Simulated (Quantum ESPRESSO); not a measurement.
# Ge (Fd-3m) in Quantum ESPRESSO: a series of runs

Aim: see how the results for Ge move with the level of theory and the settings. Levels: LDA, PBE, PBEsol, RPBE, WC. Tasks: phonons.

Everything below comes from runs of Quantum ESPRESSO 7.5. Logs are shortened: lines on timing, memory, paths and dates and some standing lists are left out, and cuts for length are marked.

**What was measured.**

From “Electronic and optical properties of SixGe1-x-ySny alloys lattice-matched to Ge”, 2021, arxiv:2109.02782, for a bulk crystal of Ge: band gap 0.666 eV (indirect) at 293 K; band gap 0.807 eV (direct) at 300 K.

From “Temperature-dependent photoluminescence in Ge: experiment and theory”, 2020, arxiv:2003.00143, for a bulk crystal of Ge at 0 K: band gap 0.744 eV (indirect).

How close the calculation comes is told below.

## Step 1: Starting point

Symmetry: Fd-3m, No. 227, cubic system. The conventional cell has a = 5.658 Å, b = 5.658 Å, c = 5.658 Å, α = 90.00°, β = 90.00°, γ = 90.00°. Ge (site symmetry -43m) is surrounded by 4 Ge at 2.45 Å.

## Step 2: Phonons, LDA

File pw.in:

```
&CONTROL
  calculation = 'scf'
  prefix = 'pwscf'
  outdir = './tmp'
  pseudo_dir = './pseudo'
  tprnfor = .true.
  tstress = .true.
  disk_io = 'low'
/
&SYSTEM
  ibrav = 0
  A = 4.00068289
  nat = 2
  ntyp = 1
  ecutwfc = 78
  nbnd = 21
  occupations = 'smearing'
  smearing = 'mv'
  degauss = 0.01469973
/
&ELECTRONS
  conv_thr = 4d-10
  electron_maxstep = 120
  mixing_beta = 0.5
/
ATOMIC_SPECIES
Ge    72.6300 Ge.upf
CELL_PARAMETERS alat
   0.0000000000    0.7071067810    0.7071067810
   0.7071067810    0.0000000000    0.7071067810
   0.7071067810    0.7071067810    0.0000000000
ATOMIC_POSITIONS alat
Ge     1.0606601714    1.0606601714    1.0606601714
Ge     0.7071067810    0.7071067810    0.7071067810
K_POINTS automatic
8 8 8 0 0 0
```

File relax.in:

```
&CONTROL
  calculation = 'vc-relax'
  prefix = 'pwscf'
  outdir = './tmp'
  pseudo_dir = './pseudo'
  tprnfor = .true.
  tstress = .true.
  disk_io = 'low'
  nstep = 40
  forc_conv_thr = 0.0001
  etot_conv_thr = 1d-06
/
&SYSTEM
  ibrav = 0
  A = 4.00068289
  nat = 2
  ntyp = 1
  ecutwfc = 78
  nbnd = 21
  occupations = 'smearing'
  smearing = 'mv'
  degauss = 0.01469973
/
&ELECTRONS
  conv_thr = 4d-10
  electron_maxstep = 120
  mixing_beta = 0.5
/
&IONS
  ion_dynamics = 'bfgs'
/
&CELL
  cell_dynamics = 'bfgs'
  press = 0
  press_conv_thr = 0.2
/
ATOMIC_SPECIES
Ge    72.6300 Ge.upf
CELL_PARAMETERS alat
   0.0000000000    0.7071067810    0.7071067810
   0.7071067810    0.0000000000    0.7071067810
   0.7071067810    0.7071067810    0.0000000000
ATOMIC_POSITIONS alat
Ge     1.0606601714    1.0606601714    1.0606601714
Ge     0.7071067810    0.7071067810    0.7071067810
K_POINTS automatic
8 8 8 0 0 0
```

File scf2.in:

```
&CONTROL
  calculation = 'scf'
  prefix = 'pwscf'
  outdir = './tmp'
  pseudo_dir = './pseudo'
  tprnfor = .true.
  tstress = .true.
  disk_io = 'low'
/
&SYSTEM
  ibrav = 0
  A = 3.97203563
  nat = 2
  ntyp = 1
  ecutwfc = 78
  nbnd = 21
  occupations = 'smearing'
  smearing = 'mv'
  degauss = 0.01469973
/
&ELECTRONS
  conv_thr = 1d-13
  electron_maxstep = 120
  mixing_beta = 0.5
  startingpot = 'file'
  startingwfc = 'file'
/
ATOMIC_SPECIES
Ge    72.6300 Ge.upf
CELL_PARAMETERS alat
   0.0000000000    0.7071067806    0.7071067806
   0.7071067806    0.0000000000    0.7071067806
   0.7071067806    0.7071067806    0.0000000000
ATOMIC_POSITIONS alat
Ge     1.0606601709    1.0606601709    1.0606601708
Ge     0.7071067806    0.7071067806    0.7071067805
K_POINTS automatic
8 8 8 0 0 0
```

File ph.in:

```
phonons of Ge
&INPUTPH
  prefix = 'pwscf'
  outdir = './tmp'
  tr2_ph = 1d-18
  fildyn = 'dyn'
  niter_ph = 90
  alpha_mix(1) = 0.4
/
0.0000000000 0.0000000000 0.0000000000
```

File dynmat.in:

```
&INPUT
  fildyn = 'dyn'
  asr = 'crystal'
  filout = 'dynmat.disp'
  fileig = 'dynmat.eig'
/
```

Potentials or basis: PseudoDojo 0.4.1 SR LDA standard.

The run is started by

```console
$ OMP_NUM_THREADS=1 mpirun -n 4 pw.x -nk 4 -in pw.in > pw.out
$ OMP_NUM_THREADS=1 mpirun -n 4 pw.x -nk 4 -in relax.in > relax.out
$ OMP_NUM_THREADS=1 mpirun -n 4 pw.x -nk 4 -in scf2.in > scf2.out
$ OMP_NUM_THREADS=1 mpirun -n 4 ph.x -nk 4 -in ph.in > ph.out
$ OMP_NUM_THREADS=1 mpirun -n 1 dynmat.x -in dynmat.in > dynmat.out
```

pw.out:

```text
This program is part of the open-source Quantum ESPRESSO suite
     for quantum simulation of materials; please cite
[... 6 lines left out ...]
     using ibrav=0 with symmetry is DISCOURAGED, use correct ibrav instead

     K-points division:     npool     =       4
     Subspace diagonalization in iterative solution of the eigenvalue problem:
     a serial algorithm will be used

     G-vector sticks info
     --------------------
     sticks:   dense  smooth     PW     G-vecs:    dense   smooth      PW
     Sum        1237    1237    361                28475    28475    4573

     Using Slab Decomposition

     bravais-lattice index     =            0
     lattice parameter (alat)  =       7.5602  a.u.
     unit-cell volume          =     305.5512 (a.u.)^3
     number of atoms/cell      =            2
     number of atomic types    =            1
     number of electrons       =        28.00
     number of Kohn-Sham states=           21
     kinetic-energy cutoff     =      78.0000  Ry
     charge density cutoff     =     312.0000  Ry
     scf convergence threshold =      4.0E-10
     mixing beta               =       0.5000
     number of iterations used =            8  plain     mixing
     Exchange-correlation= SLA  PW   NOGX NOGC
                           (   1   4   0   0   0   0   0)

     celldm(1)=   7.560195  celldm(2)=   0.000000  celldm(3)=   0.000000
     celldm(4)=   0.000000  celldm(5)=   0.000000  celldm(6)=   0.000000

[... 8 lines left out ...]
               b(3) = (  0.707107  0.707107 -0.707107 )

     PseudoPot. # 1 for Ge read from file:
     Ge.upf
     Pseudo is Norm-conserving + core correction, Zval = 14.0
     Generated using ONCVPSP code by D. R. Hamann
     Using radial grid of 1524 points,  6 beta functions with:
                l(1) =   0
                l(2) =   0
                l(3) =   1
                l(4) =   1
                l(5) =   2
                l(6) =   2

     atomic species   valence    mass     pseudopotential
     Ge               14.00    72.63000     Ge( 1.00)

     48 Sym. Ops., with inversion, found (24 have fractional translation)

   Cartesian axes

     site n.     atom                  positions (alat units)
         1        Ge     tau(   1) = (   1.0606602   1.0606602   1.0606602  )
         2        Ge     tau(   2) = (   0.7071068   0.7071068   0.7071068  )

     number of k points=    29  Marzari-Vanderbilt smearing, width (Ry)=  0.0147
                       cart. coord. in units 2pi/alat
        k(    1) = (   0.0000000   0.0000000   0.0000000), wk =   0.0039062
        k(    2) = (   0.0883883   0.0883883  -0.0883883), wk =   0.0312500
        k(    3) = (   0.1767767   0.1767767  -0.1767767), wk =   0.0312500
        k(    4) = (   0.2651650   0.2651650  -0.2651650), wk =   0.0312500
        k(    5) = (  -0.3535534  -0.3535534   0.3535534), wk =   0.0156250
        k(    6) = (   0.1767767   0.0000000   0.0000000), wk =   0.0234375
[... 21 lines left out ...]
        k(   28) = (  -0.7071068   0.1767767   0.0000000), wk =   0.0468750
        k(   29) = (  -0.7071068   0.3535534   0.0000000), wk =   0.0234375

     Dense  grid:    28475 G-vectors     FFT dimensions: (  48,  48,  48)

     Initial potential from superposition of free atoms

     starting charge      27.9987, renormalised to      28.0000
     Starting wfcs are   18 randomized atomic wfcs +    3 random wfcs

     Self-consistent Calculation

     iteration #  1     ecut=    78.00 Ry     beta= 0.50
     Davidson diagonalization with overlap
     ethr =  1.00E-02,  avg # of iterations =  5.1

     Threshold (ethr) on eigenvalues was too large:
     Diagonalizing with lowered threshold

     Davidson diagonalization with overlap
     ethr =  1.22E-04,  avg # of iterations =  3.4

     total energy              =    -356.94026173 Ry
     estimated scf accuracy    <       0.03505850 Ry

     iteration #  2     ecut=    78.00 Ry     beta= 0.50
     Davidson diagonalization with overlap
     ethr =  1.25E-04,  avg # of iterations =  1.0
[... 36 lines left out ...]
     total energy              =    -356.93954600 Ry
     estimated scf accuracy    <          2.9E-09 Ry

     iteration #  8     ecut=    78.00 Ry     beta= 0.50
     Davidson diagonalization with overlap
     ethr =  1.02E-11,  avg # of iterations =  2.0

     End of self-consistent calculation

          k = 0.0000 0.0000 0.0000 (  3527 PWs)   bands (ev):

   -15.7127 -15.7127 -15.7127 -15.6760 -15.6760 -15.4656 -15.4656 -15.4656
   -15.4528 -15.4528  -3.5823   9.0443   9.2343   9.2343   9.2343  11.7697
    11.7697  11.7697  15.4472  18.7517  18.7517

          k = 0.0884 0.0884-0.0884 (  3575 PWs)   bands (ev):

   -15.7207 -15.7207 -15.7102 -15.6648 -15.6648 -15.4777 -15.4777 -15.4685
   -15.4424 -15.4424  -3.3925   6.8018   8.9000   8.9000  10.1503  12.2161
    12.2161  12.6506  16.4041  17.8202  17.8203
[... 13 lines left out ...]
          k =-0.3536-0.3536 0.3536 (  3582 PWs)   bands (ev):

   -15.7371 -15.7371 -15.6949 -15.6342 -15.6342 -15.5005 -15.5005 -15.4864
   -15.4252 -15.4252  -1.4994   1.5899   7.8336   7.8336   9.2822  12.9580
    12.9580  16.2279  19.6285  20.1223  20.4240

          k = 0.1768 0.0000 0.0000 (  3575 PWs)   bands (ev):

   -15.7200 -15.7184 -15.7184 -15.6671 -15.6526 -15.5000 -15.4609 -15.4569
   -15.4569 -15.4378  -3.3282   6.7521   8.3611   8.3611  11.0907  11.3591
    12.9583  12.9583  16.5911  16.6967  19.0185

          k = 0.2652 0.0884-0.0884 (  3563 PWs)   bands (ev):

   -15.7337 -15.7266 -15.7095 -15.6531 -15.6328 -15.5205 -15.4775 -15.4601
   -15.4421 -15.4284  -2.8931   4.9858   7.7034   7.7998  11.0725  11.7793
    13.7821  14.0356  16.4885  18.0378  18.7848
[... 19 lines left out ...]
          k =-0.0884-0.2652 0.2652 (  3560 PWs)   bands (ev):

   -15.7399 -15.7377 -15.6918 -15.6449 -15.6274 -15.5132 -15.4981 -15.4773
   -15.4293 -15.4206  -2.4267   3.6639   6.6664   8.3104  10.7710  12.9858
    13.1460  14.8405  16.8328  18.0049  19.5713

          k = 0.0000-0.1768 0.1768 (  3557 PWs)   bands (ev):

   -15.7319 -15.7250 -15.7062 -15.6574 -15.6460 -15.4981 -15.4882 -15.4570
   -15.4478 -15.4287  -3.0803   5.5299   7.4861   8.8535  10.8489  12.3374
    12.4528  13.9604  16.7944  17.5539  17.8179

          k = 0.3536 0.0000 0.0000 (  3543 PWs)   bands (ev):

   -15.7310 -15.7310 -15.7187 -15.6420 -15.6073 -15.5526 -15.4842 -15.4401
   -15.4372 -15.4372  -2.5741   4.4419   7.2007   7.2007  10.1792  11.8836
    15.0294  15.0294  16.2336  19.2160  19.8205

          k = 0.4419 0.0884-0.0884 (  3546 PWs)   bands (ev):

   -15.7455 -15.7377 -15.6996 -15.6245 -15.5873 -15.5731 -15.5019 -15.4634
   -15.4261 -15.4172  -1.9169   3.0941   6.3721   6.8511  10.4359  11.8510
    14.9330  15.6528  18.3975  20.0918  20.5152
[... 7 lines left out ...]
          k =-0.0884-0.4419 0.4419 (  3556 PWs)   bands (ev):

   -15.7614 -15.7465 -15.6622 -15.6054 -15.5961 -15.5477 -15.5367 -15.5034
   -15.4128 -15.4000  -0.9279   1.5833   5.0707   7.1572  10.7729  14.1807
    14.8713  15.9362  16.8541  18.2406  20.9727

          k = 0.0000-0.3536 0.3536 (  3555 PWs)   bands (ev):

   -15.7533 -15.7459 -15.6687 -15.6319 -15.6046 -15.5328 -15.5135 -15.5006
   -15.4138 -15.4104  -1.7019   2.6463   5.3565   7.7330  11.1134  13.9998
    14.2671  14.4453  16.8988  18.5869  21.0433

          k = 0.5303 0.0000-0.0000 (  3539 PWs)   bands (ev):

   -15.7423 -15.7423 -15.6986 -15.6092 -15.6048 -15.5551 -15.5194 -15.4639
   -15.4187 -15.4187  -1.3485   2.2596   6.4304   6.4304   9.7323  10.7221
    17.2140  17.2140  18.3520  21.1621  21.4508
[... 7 lines left out ...]
          k =-0.0000-0.5303 0.5303 (  3536 PWs)   bands (ev):

   -15.7635 -15.7476 -15.6583 -15.5996 -15.5735 -15.5601 -15.5547 -15.5056
   -15.4107 -15.3964  -0.1775   0.8826   4.8895   6.6054  10.3111  13.2493
    16.3379  16.5645  17.3182  19.0453  22.6364

          k =-0.7071 0.0000 0.0000 (  3540 PWs)   bands (ev):

   -15.7466 -15.7466 -15.6606 -15.6606 -15.5617 -15.5617 -15.5046 -15.5046
   -15.4113 -15.4113   0.2927   0.2927   6.1653   6.1653   9.9024   9.9024
    18.6399  18.6399  20.6620  20.6620  22.0266

          k = 0.3536 0.1768-0.0000 (  3553 PWs)   bands (ev):

   -15.7412 -15.7388 -15.6958 -15.6400 -15.6116 -15.5422 -15.4904 -15.4712
   -15.4280 -15.4202  -2.3491   3.7990   6.3705   7.6164  11.5435  11.9417
    13.8374  14.7293  17.2278  19.2180  19.5734
[... 19 lines left out ...]
          k =-0.0884-0.4419 0.6187 (  3545 PWs)   bands (ev):

   -15.7617 -15.7523 -15.6509 -15.5959 -15.5875 -15.5626 -15.5430 -15.5110
   -15.4072 -15.3984  -0.4049   1.1465   5.0853   6.1469  11.4583  13.3847
    14.2699  16.2414  18.0759  20.8288  21.3160

          k = 0.0000-0.3536 0.5303 (  3557 PWs)   bands (ev):

   -15.7621 -15.7517 -15.6517 -15.6020 -15.5756 -15.5723 -15.5389 -15.5106
   -15.4078 -15.3987  -0.7299   1.5066   4.9335   6.5076  11.8283  13.6975
    14.1395  15.9331  17.3955  18.8883  22.4505

          k =-0.7071 0.1768 0.0000 (  3542 PWs)   bands (ev):

   -15.7542 -15.7542 -15.6416 -15.6416 -15.5635 -15.5635 -15.5209 -15.5209
   -15.4047 -15.4047   0.3398   0.3398   5.6903   5.6903  11.1018  11.1018
    16.7566  16.7566  20.1905  20.1905  22.0896

          k =-0.7071 0.3536 0.0000 (  3552 PWs)   bands (ev):

   -15.7603 -15.7603 -15.6183 -15.6183 -15.5695 -15.5695 -15.5375 -15.5375
   -15.3992 -15.3992   0.3893   0.3893   5.3219   5.3219  13.4799  13.4799
    13.8893  13.8893  20.1601  20.1601  22.1677

     the Fermi energy is     9.1169 ev

!    total energy              =    -356.93954600 Ry
     estimated scf accuracy    <          1.2E-10 Ry
     smearing contrib. (-TS)   =       0.00019542 Ry
     internal energy E=F+TS    =    -356.93974142 Ry

     The total energy is F=E-TS. E is the sum of the following terms:
     one-electron contribution =    -184.28803723 Ry
     hartree contribution      =     110.70700090 Ry
     xc contribution           =     -85.85794690 Ry
     ewald contribution        =    -197.50075819 Ry

     convergence has been achieved in   8 iterations

     Forces acting on atoms (cartesian axes, Ry/au):

     atom    1 type  1   force =    -0.00000000   -0.00000000    0.00000000
     atom    2 type  1   force =     0.00000000    0.00000000   -0.00000000

     Total force =     0.000000     Total SCF correction =     0.000000

     Computing stress (Cartesian axis) and pressure

          total   stress  (Ry/bohr**3)                   (kbar)     P=      -14.45
  -0.00009825   0.00000000   0.00000000          -14.45        0.00        0.00
   0.00000000  -0.00009825   0.00000000            0.00      -14.45        0.00
   0.00000000   0.00000000  -0.00009825            0.00        0.00      -14.45

=------------------------------------------------------------------------------=
   JOB DONE.
=------------------------------------------------------------------------------=
```

It took 2.7 min on 4 MPI ranks of Intel Xeon 6975P-C (Granite Rapids), shared host; peak memory 0.48 GiB.

What came out:

```yaml
Free_energy: -4856.4143 eV
Relaxed_volume: 22.16 Å³/atom
Relaxed_cell: a = 3.972 Å, b = 3.972 Å, c = 3.972 Å, α = 60.00°, β = 60.00°, γ = 60.00°
Space_group_after_relaxing_to_0.05_Å: Fd-3m (No. 227)
Pressure_after_relaxing: 0.0 GPa
Band_gap_on_the_k_mesh: none (metal or under the smearing width)
Highest_phonon_frequency_at_Γ: 290 cm⁻¹
```

Step by step:
```tsv
step	energy change (eV)	largest force (eV/Å)	pressure (GPa)	volume (Å³)
1	0.0000	0.0000	-1.45	45.28
2	-0.0025	0.0000	-0.97	44.95
3	-0.0044	0.0000	-0.22	44.45
4	-0.0045	0.0000	0.01	44.31
5	-0.0045	0.0000	0.00	44.31
```

Final structure:
```
Ge
1.0
     0.00000    2.80865    2.80865
     2.80865    0.00000    2.80865
     2.80865    2.80865    0.00000
Ge
2
Direct
  0.75000 0.75000 0.75000
  0.50000 0.50000 0.50000
```

Phonon frequencies in cm⁻¹ (negative: imaginary):
```tsv
q point	frequencies
(0.000, 0.000, 0.000)	-1 -1 -1 290 290 290
```

Optical modes at Γ, degenerate ones joined:
```csv
cm⁻¹,components,symmetry,active in
290,3,T2g,Raman
```

(Continued in part 2 of 4.)
